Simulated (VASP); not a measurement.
Ag: band structure with TPSS

Crystal: Ag.

```xyz
1
Lattice="0.0000 2.0427 2.0427 2.0427 0.0000 2.0427 2.0427 2.0427 0.0000" Properties=species:S:1:pos:R:3 pbc="T T T"
Ag    0.0000    0.0000    0.0000
```

```
Program                : VASP 6.6.1
Task                   : band structure
Functional             : TPSS
Potentials or basis    : VASP PAW PBE potentials, release 64 (Ag)
Cutoff                 : 520 eV
k mesh                 : 11 × 11 × 11
Occupations            : fermi-dirac, width 0.05 eV
Spin                   : no spin polarisation
Further INCAR settings : ALGO = Normal; EDIFF = 1e-06
```

The pressure is 0.0 GPa and the band gap along the path is none (metal or under the smearing width).

Levels at the corners of the path, in eV from the Fermi level:
| point | band 1 | band 2 | band 3 | band 4 | band 5 | band 6 | band 7 | band 8 | band 9 |
| --- | --- | --- | --- | --- | --- | --- | --- | --- | --- |
| Γ | -8.02 | -5.07 | -5.07 | -5.07 | -4.03 | -4.03 | 15.74 | 19.39 | 19.39 |
| X | -6.74 | -6.58 | -3.27 | -3.02 | -3.02 | 1.38 | 6.55 | 10.49 | 10.49 |
| X | -6.74 | -6.58 | -3.27 | -3.02 | -3.02 | 1.38 | 6.55 | 10.49 | 10.49 |
| W | -5.99 | -5.35 | -5.35 | -4.03 | -3.02 | 5.75 | 5.75 | 6.88 | 7.88 |
| W | -5.99 | -5.35 | -5.35 | -4.03 | -3.02 | 5.75 | 5.75 | 6.88 | 7.88 |
| K | -6.29 | -5.87 | -4.35 | -3.81 | -3.30 | 4.08 | 5.06 | 6.93 | 12.62 |
| K | -6.29 | -5.87 | -4.35 | -3.81 | -3.30 | 4.08 | 5.06 | 6.93 | 12.62 |
| Γ | -8.02 | -5.07 | -5.07 | -5.07 | -4.03 | -4.03 | 15.74 | 19.39 | 19.39 |
| Γ | -8.02 | -5.07 | -5.07 | -5.07 | -4.03 | -4.03 | 15.74 | 19.39 | 19.39 |
| L | -6.67 | -5.10 | -5.10 | -3.23 | -3.23 | -0.69 | 3.43 | 14.90 | 17.81 |
| L | -6.67 | -5.10 | -5.10 | -3.23 | -3.23 | -0.69 | 3.43 | 14.90 | 17.81 |
| U | -6.29 | -5.87 | -4.35 | -3.81 | -3.30 | 4.08 | 5.06 | 6.93 | 12.62 |
| U | -6.29 | -5.87 | -4.35 | -3.81 | -3.30 | 4.08 | 5.06 | 6.93 | 12.62 |
| W | -5.99 | -5.35 | -5.35 | -4.03 | -3.02 | 5.75 | 5.75 | 6.88 | 7.88 |
| W | -5.99 | -5.35 | -5.35 | -4.03 | -3.02 | 5.75 | 5.75 | 6.88 | 7.88 |
| L | -6.67 | -5.10 | -5.10 | -3.23 | -3.23 | -0.69 | 3.43 | 14.90 | 17.81 |
| L | -6.67 | -5.10 | -5.10 | -3.23 | -3.23 | -0.69 | 3.43 | 14.90 | 17.81 |
| K | -6.29 | -5.87 | -4.35 | -3.81 | -3.30 | 4.08 | 5.06 | 6.93 | 12.62 |
| U | -6.29 | -5.87 | -4.35 | -3.81 | -3.30 | 4.08 | 5.06 | 6.93 | 12.62 |
| X | -6.74 | -6.58 | -3.27 | -3.02 | -3.02 | 1.38 | 6.55 | 10.49 | 10.49 |

Wall time 61 s on 1 thread of Intel(R) Xeon(R) Platinum 8375C CPU @ 2.90GHz (Ice Lake), on a shared host, peak memory 0.15 GiB.

Caveat: the PAW data sets were made with another functional, which shifts forces and pressure a little.
